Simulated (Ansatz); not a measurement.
System: Ho, a cell derived from the structure in space group 194 by a strain and random displacements, 4 atoms in the cell.

```xyz
4
Lattice="7.1850 -0.0318 0.0041 -1.8100 3.1127 -0.0370 0.0033 -0.0652 5.6879" Properties=species:S:1:pos:R:3 pbc="T T T"
Ho    6.2480    0.3393    3.6223
Ho   -0.9118    2.5779    0.6318
Ho    2.6163    0.3119    3.6169
Ho    2.7061    2.5511    0.7239
```

Level of theory: Ansatz 0.2.0 development build, PBE, plane waves, PAW datasets (generated soft set 1).

Cutoff 420 eV; k-mesh 2×4×2 Γ-centred; Fermi–Dirac smearing of 0.15 eV; no spin polarisation; no spin–orbit coupling.

As given, the pressure is 1.91 GPa.

```tsv
atom	Fx (eV/Å)	Fy (eV/Å)	Fz (eV/Å)
Ho1	-0.058	-0.005	-0.278
Ho2	-0.026	-0.070	0.378
Ho3	0.212	0.175	-0.181
Ho4	-0.128	-0.100	0.081
```

Task: The cell is scaled to 98 % of its volume at fixed fractional coordinates. What happens?

Result: The pressure goes up by 0.50 GPa to 2.41 GPa, a clamped-ion bulk modulus of about 25 GPa at this volume, and the free energy changes by +8.5 meV/atom.

```csv
atom,Fx (eV/Å),Fy (eV/Å),Fz (eV/Å)
Ho1,-0.060,-0.005,-0.288
Ho2,-0.027,-0.072,0.389
Ho3,0.217,0.180,-0.188
Ho4,-0.130,-0.103,0.088
```

The stress includes the program's correction for the finite plane-wave basis.

The k-mesh is coarse, so these values belong to this mesh and can lie far from the converged ones. The open f shell is treated without spin here, so this is a model state and not the ground state.
